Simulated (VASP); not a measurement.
# FeS2 (Marcasite): single point with TB-mBJ

FeS2 (Marcasite):

```
Fe S
1.0
     4.44000    0.00000    0.00000
     0.00000    5.39000    0.00000
     0.00000    0.00000    3.37000
Fe S
2 4
Direct
  0.00000 0.00000 0.00000
  0.50000 0.50000 0.50000
  0.20300 0.37500 0.00000
  0.29700 0.87500 0.50000
  0.79700 0.62500 0.00000
  0.70300 0.12500 0.50000
```

```
Program                : VASP 6.6.1
Task                   : single point
Functional             : TB-mBJ
Potentials or basis    : VASP PAW PBE potentials, release 64 (Fe, S)
Cutoff                 : 420 eV
k mesh                 : 6 × 5 × 8
Occupations            : gaussian, width 0.02 eV
Spin                   : no spin polarisation
Further INCAR settings : ALGO = Normal; EDIFF = 1e-06
```

- Band gap on the k mesh: 1.80 eV, indirect (least direct gap 2.06 eV)

Levels at points of the mesh, in eV from the valence-band top:
```csv
k point,band 17,band 18,band 19,band 20,band 21,band 22,band 23,band 24
"(0.00, 0.00, 0.00)",-0.84,-0.71,-0.67,-0.17,1.89,2.41,3.38,3.97
"(0.50, 0.00, 0.00)",-0.67,-0.67,-0.01,-0.01,2.50,2.50,2.97,2.97
"(0.00, 0.00, 0.50)",-0.80,-0.80,-0.52,-0.52,2.35,2.35,2.79,2.79
"(0.50, 0.00, 0.50)",-0.58,-0.58,-0.51,-0.51,2.54,2.54,2.61,2.61
```

Wall time 6.5 min on 1 thread of Intel(R) Xeon(R) Platinum 8488C (Sapphire Rapids), with other jobs on the host, peak memory 0.22 GiB.

Caveat: an odd mesh through Γ misses points on the zone boundary, where band edges often lie. Spin polarisation is off, so any magnetic state and its effect on volume and gap are missing.
